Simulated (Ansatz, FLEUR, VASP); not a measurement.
**TiO2: 3 runs at one level of theory**

```
CELL_PARAMETERS angstrom
-1.89210 1.89210 4.75730
1.89210 -1.89210 4.75730
1.89210 1.89210 -4.75730
ATOMIC_POSITIONS crystal
Ti 0.75000 0.25000 0.50000
Ti 0.00000 0.00000 0.00000
O 0.79190 0.79190 0.00000
O 0.54190 0.04190 0.50000
O 0.95810 0.45810 0.50000
O 0.20810 0.20810 0.00000
```

Alike in all runs: task band structure; functional PBE; k mesh 10 × 10 × 10; occupations fermi-dirac, width 0.05 eV; no spin polarisation; no spin-orbit coupling. Pressure is positive in compression and, in plane waves, holds the error of the finite cutoff, which Ansatz's Pulay term estimates and takes out. Gaps are the smaller of the mesh's and the band path's.

| program and potentials | plane-wave cutoff (eV) | notes | band gap (eV) | pressure (GPa) | largest force (eV/Å) |
| --- | --- | --- | --- | --- | --- |
| Ansatz, Ansatz PAW | 420 | Pulay term of +0.68 GPa included | 2.12 | 5.17 | 0.102 |
| FLEUR, all-electron, FLAPW | - | - | 2.11 | - | - |
| VASP, PBE PAW files O, Ti_sv, 520 eV | 520 | - | ? | ? | ? |

Q: Estimate from the other rows what the run with VASP, PBE PAW files O, Ti_sv, 520 eV gave.

A: Band gap 2.10 eV; pressure 5.88 GPa; largest force 0.125 eV/Å. The other rows, which needn't bracket it: band gap 2.11 to 2.12; pressure 5.17; largest force 0.102.
